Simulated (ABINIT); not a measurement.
The system is GaAs.

```
As Ga
1.0
     0.00000    2.82685    2.82685
     2.82685    0.00000    2.82685
     2.82685    2.82685    0.00000
As Ga
1 1
Direct
  0.75000 0.75000 0.75000
  0.00000 0.00000 0.00000
```

Base run:

- Program: ABINIT 10.8.3 (patched build)
- Functional: rPW86PBE
- Potentials or basis: JTH PAW PBE v2.0
- Cutoff: 463 eV
- k mesh: 8 × 8 × 8
- Occupations: fermi-dirac, width 0.05 eV
- Spin: no spin polarisation

Its results: band gap on the k mesh 0.34 eV, direct; pressure 6.1 GPa.

Problem. The run is repeated on the same cell with these changes: functional from rPW86PBE to OLYP. What comes out?

Solution. Band gap on the k mesh 0.78 eV, direct; pressure 4.3 GPa.

Caveats: the PAW data sets were made with another functional, which shifts forces and pressure a little.
